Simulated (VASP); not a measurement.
# GaAs (F-43m) in VASP: notebook, part 2 of 2

VASP 6.6.1.

## Step 3: Relaxation of cell and atoms, PBEsol

This run uses another cell than the first one, of 22.59 Å³/atom, 0.995 times its volume.

Contents of INCAR:

```
PREC = Accurate
ENCUT = 600
EDIFF = 1E-6
ISMEAR = 0
SIGMA = 0.03
LREAL = False
LASPH = True
NELM = 80
ALGO = Normal
ISIF = 3
LWAVE = False
LCHARG = False
GGA = PS
IBRION = 2
NSW = 90
EDIFFG = -0.01
KPAR = 2
```

Contents of KPOINTS:

```
Automatic mesh
0
Gamma
  10 10 10
```

Contents of POSCAR:

```
GaAs
1.0
    0.0000000000      2.8268500000      2.8268500000
    2.8268500000      0.0000000000      2.8268500000
    2.8268500000      2.8268500000      0.0000000000
Ga As
1 1
Direct
    0.0000000000      0.0000000000      0.0000000000
    0.2500000000      0.2500000000      0.2500000000
```

Potentials or basis: VASP PAW PBE potentials, release 64 (Ga_d, As).

Launch:

```bash
$ cat potpaw_PBE.64/Ga_d/POTCAR potpaw_PBE.64/As/POTCAR > POTCAR
$ mpirun -np 2 vasp_std > vasp.out
```

OUTCAR:

```text
PREC = Accurate
   ENCUT = 600
   EDIFF = 1E-6
   ISMEAR = 0
   LREAL = False
   LASPH = True
   NELM = 80
   ISIF = 3
   GGA = PS
   IBRION = 2
   NSW = 90
   EDIFFG = -0.01

 ion  position               nearest neighbor table
   1  0.000  0.000  0.000-   2 2.45   2 2.45   2 2.45   2 2.45
   2  0.250  0.250  0.250-   1 2.45   1 2.45   1 2.45   1 2.45

  LATTYP: Found a face centered cubic cell.
 ALAT       =     5.6537000000

  Lattice vectors:

 A1 = (   0.0000000000,   2.8268500000,   2.8268500000)
 A2 = (   2.8268500000,   0.0000000000,   2.8268500000)
 A3 = (   2.8268500000,   2.8268500000,   0.0000000000)

Analysis of symmetry for initial positions (statically):
=====================================================================
 Subroutine PRICEL returns:
 Original cell was already a primitive cell.

 Routine SETGRP: Setting up the symmetry group for a
 face centered cubic supercell.

 Subroutine GETGRP returns: Found 24 space group operations
 (whereof 24 operations were pure point group operations)
 out of a pool of 48 trial point group operations.

The static configuration has the point symmetry T_d .

Analysis of symmetry for dynamics (positions and initial velocities):
=====================================================================
 Subroutine PRICEL returns:
 Original cell was already a primitive cell.

 Routine SETGRP: Setting up the symmetry group for a
 face centered cubic supercell.

 Subroutine GETGRP returns: Found 24 space group operations
 (whereof 24 operations were pure point group operations)
 out of a pool of 48 trial point group operations.

The dynamic configuration has the point symmetry T_d .

 Subroutine INISYM returns: Found 24 space group operations
 (whereof 24 operations are pure point group operations),
 and found     1 'primitive' translations

[... 130 lines left out ...]
 maximum number of plane-waves:      1524
   NGX = 15   NGY = 15   NGZ = 15

--------------------------------------- Ionic step        1  -------------------------------------------

 number of electron      18.0000011 magnetization

 Free energy of the ion-electron system (eV)
  ---------------------------------------------------
  ext. energy  EPLUGINS =         0.00000000
  ---------------------------------------------------
  free energy    TOTEN  =        -9.09121942 eV

  energy without entropy =       -9.09121942  energy(sigma->0) =       -9.09121942

------------------------ aborting loop because EDIFF is reached ----------------------------------------

  FORCE on cell =-STRESS in cart. coord.  units (eV):
  Direction    XX          YY          ZZ          XY          YZ          ZX
  --------------------------------------------------------------------------------------
  -------------------------------------------------------------------------------------
  Total        0.0926627      0.0926627      0.0926627      0.0000000      0.0000000     -0.0000000
  in kB        3.2860740      3.2860740      3.2860740      0.0000000      0.0000000     -0.0000000
  external PRESSURE =       3.2860740 kB  Pullay stress =       0.0000000 kB
[... 59 lines left out ...]
--------------------------------------- Ionic step        3  -------------------------------------------

 number of electron      18.0000010 magnetization

 Free energy of the ion-electron system (eV)
  ---------------------------------------------------
  ext. energy  EPLUGINS =         0.00000000
  ---------------------------------------------------
  free energy    TOTEN  =        -9.09145225 eV

  energy without entropy =       -9.09145225  energy(sigma->0) =       -9.09145225

 E-fermi :   3.9313     XC(G=0):  -9.7513

 val. band max:        3.7587646238   @ k =   0.0000   0.0000   0.0000
 cond. band min:       4.1788883354   @ k =   0.0000   0.0000   0.0000
 fundamental gap:      0.4201237116
 Fermi energy:         3.9313055152

 k-point     1 :       0.0000    0.0000    0.0000
  band No.  band energies     occupation
      1     -11.0068      2.00000
      2     -11.0068      2.00000
      3     -11.0068      2.00000
      4     -10.9280      2.00000
      5     -10.9280      2.00000
      6      -8.9588      2.00000
      7       3.7588      2.00000
      8       3.7588      2.00000
      9       3.7588      2.00000
     10       4.1789      0.00000
     11       7.4483      0.00000
     12       7.4483      0.00000
     13       7.4483      0.00000
[... 354 lines left out ...]
  band No.  band energies     occupation
      1     -11.0987      2.00000
      2     -10.9710      2.00000
      3     -10.9695      2.00000
      4     -10.9457      2.00000
      5     -10.9185      2.00000
      6      -7.2261      2.00000
      7      -1.9197      2.00000
      8       1.1627      2.00000
      9       1.5070      2.00000
     10       5.5208      0.00000
     11       6.5347      0.00000
     12      10.9738      0.00000
     13      11.6324      0.00000

 [... further k-points ...]
[... 5 lines left out ...]
  --------------------------------------------------------------------------------------
  -------------------------------------------------------------------------------------
  Total        0.0038439      0.0038439      0.0038439      0.0000000      0.0000000     -0.0000000
  in kB        0.1356604      0.1356604      0.1356604      0.0000000      0.0000000     -0.0000000
  external PRESSURE =       0.1356604 kB  Pullay stress =       0.0000000 kB
[... 17 lines left out ...]
  FREE ENERGIE OF THE ION-ELECTRON SYSTEM (eV)
  ---------------------------------------------------
  free  energy   TOTEN  =        -9.0914522499 eV

  energy  without entropy=       -9.0914522499  energy(sigma->0) =       -9.09145225

 reached required accuracy - stopping structural energy minimisation
```

It took 21 s on 2 MPI ranks of Intel Xeon Platinum 8488C (Sapphire Rapids), shared host; peak memory 0.19 GiB.

What came out:

| Property | Result |
| --- | --- |
| Free energy | -9.0915 eV |
| Relaxed volume | 22.70 Å³/atom |
| Relaxed cell | a = 4.004 Å, b = 4.004 Å, c = 4.004 Å, α = 60.00°, β = 60.00°, γ = 60.00° |
| Space group after relaxing (to 0.05 Å) | F-43m (No. 216) |
| Energy gained by relaxing | 0.1 meV/atom |
| Ionic steps | 3 |
| Pressure after relaxing | 0.0 GPa |
| Band gap on the k mesh | 0.42 eV, direct |

The path:
```csv
step,energy change (eV),largest force (eV/Å),pressure (GPa),volume (Å³)
1,0.0000,0.0000,0.33,45.18
2,-0.0002,0.0000,-0.18,45.48
3,-0.0002,0.0000,0.01,45.40
```

Final structure:
```
Ga As
1.0
     0.00000    2.83140    2.83140
     2.83140    0.00000    2.83140
     2.83140    2.83140    0.00000
Ga As
1 1
Cartesian
  0.0000 0.0000 0.0000
  1.4157 1.4157 1.4157
```

Caveat: the PAW data sets were made with another functional, which shifts forces and pressure a little. Zero-point motion and thermal expansion aren't in these numbers.

## Step 4: Relaxation of cell and atoms, PBEsol

Edit INCAR of step 3 so:

```diff
@@ -2,3 +2,3 @@
 ENCUT = 600
-EDIFF = 1E-6
+EDIFF = 1E-7
 ISMEAR = 0
@@ -15,3 +15,3 @@
 NSW = 90
-EDIFFG = -0.01
+EDIFFG = -0.005
 KPAR = 2
```

KPOINTS is that of step 3.

Contents of POSCAR:

```
GaAs                                    
1.0
   -0.0000000000      2.8313993251      2.8313993251
    2.8313993251      0.0000000000      2.8313993251
    2.8313993251      2.8313993251      0.0000000000
  Ga              As            
     1     1
Direct
     0.0000000000000000    0.0000000000000000    0.0000000000000000
     0.2500000000000000    0.2500000000000000    0.2500000000000000
```

Launch:

```bash
$ cat potpaw_PBE.64/Ga_d/POTCAR potpaw_PBE.64/As/POTCAR > POTCAR
$ mpirun -np 2 vasp_std > vasp.out
```

Run time: 12 s. Hardware: 2 MPI ranks of Intel Xeon Platinum 8488C (Sapphire Rapids), shared host; peak memory 0.18 GiB.

The run converged. Its results:

| Item | Value |
| --- | --- |
| Free energy | -9.0915 eV |
| Pressure after relaxing | 0.0 GPa |
| Band gap on the k mesh | 0.42 eV, direct |

Final structure:
```xyz
2
Lattice="0.0000 2.8314 2.8314 2.8314 0.0000 2.8314 2.8314 2.8314 0.0000" Properties=species:S:1:pos:R:3 pbc="T T T"
Ga    0.0000    0.0000    0.0000
As    1.4157    1.4157    1.4157
```

Levels at points of the mesh, in eV from the valence-band top:
```tsv
k point	band 7	band 8	band 9	band 10	band 11	band 12
(0.00, 0.00, 0.00)	0.00	0.00	0.00	0.42	3.69	3.69
(0.50, 0.00, 0.00)	-6.65	-1.14	-1.14	0.92	4.58	4.58
(0.50, 0.50, 0.00)	-6.83	-2.68	-2.68	1.36	1.57	10.09
```

Caveat: the relaxation stopped at its first step, so nothing moved; the PAW data sets were made with another functional, which shifts forces and pressure a little. A k mesh can miss the band edges.

## Step 5: Relaxation of cell and atoms, PBEsol

This run uses another cell than the first one, of 22.59 Å³/atom, 0.995 times its volume.

Contents of INCAR:

```
SYSTEM = GaAs
ALGO = Normal
EDIFF = 1E-6
EDIFFG = -0.01
ENCUT = 600
GGA = PS
IBRION = 2
ISIF = 3
ISMEAR = 0
KPAR = 2
LASPH = .TRUE.
LCHARG = .FALSE.
LREAL = .FALSE.
LWAVE = .FALSE.
NELM = 80
NSW = 90
PREC = Accurate
SIGMA = 0.03
```

Contents of KPOINTS:

```
k-points
0
G
  10 10 10
  0 0 0
```

Contents of POSCAR:

```
GaAs
1.0
    0.0000000000      2.8268500000      2.8268500000
    2.8268500000      0.0000000000      2.8268500000
    2.8268500000      2.8268500000      0.0000000000
Ga As
1 1
Direct
    0.0000000000      0.0000000000      0.0000000000
    0.2500000000      0.2500000000      0.2500000000
```

Launch:

```bash
$ cat potpaw_PBE.64/Ga_d/POTCAR potpaw_PBE.64/As/POTCAR > POTCAR
$ mpirun -np 2 vasp_std > vasp.out
```

Run time: 23 s. Hardware: 2 MPI ranks of Intel Xeon Platinum 8488C (Sapphire Rapids), shared host; peak memory 0.2 GiB.

Results (log left out):

```
Free energy                            : -9.0915 eV
Relaxed volume                         : 22.70 Å³/atom
Relaxed cell                           : a = 4.004 Å, b = 4.004 Å, c = 4.004 Å, α = 60.00°, β = 60.00°, γ = 60.00°
Space group after relaxing (to 0.05 Å) : F-43m (No. 216)
Energy gained by relaxing              : 0.1 meV/atom
Ionic steps                            : 3
Pressure after relaxing                : 0.0 GPa
Band gap on the k mesh                 : 0.42 eV, direct
```

Step by step:
```csv
step,energy change (eV),largest force (eV/Å),pressure (GPa),volume (Å³)
1,0.0000,0.0000,0.33,45.18
2,-0.0002,0.0000,-0.18,45.48
3,-0.0002,0.0000,0.01,45.40
```

Final structure:
```yaml
crystal:
  lattice:
    - [0.00000, 2.83140, 2.83140]
    - [2.83140, 0.00000, 2.83140]
    - [2.83140, 2.83140, 0.00000]
  atoms:
    - { symbol: Ga, position: [0.00000, 0.00000, 0.00000] }
    - { symbol: As, position: [0.25000, 0.25000, 0.25000] }
```

Levels at points of the mesh, in eV from the valence-band top:
```tsv
k point	band 5	band 6	band 7	band 8	band 9	band 10	band 11	band 12	band 13
(0.00, 0.00, 0.00)	-14.69	-12.72	0.00	0.00	0.00	0.42	3.69	3.69	3.69
(0.50, 0.00, 0.00)	-14.68	-10.95	-6.65	-1.14	-1.14	0.92	4.58	4.58	7.58
(0.50, 0.50, 0.00)	-14.67	-10.22	-6.83	-2.68	-2.68	1.36	1.57	10.09	10.09
```

Caveat: the PAW data sets were made with another functional, which shifts forces and pressure a little. A k mesh can miss the band edges.
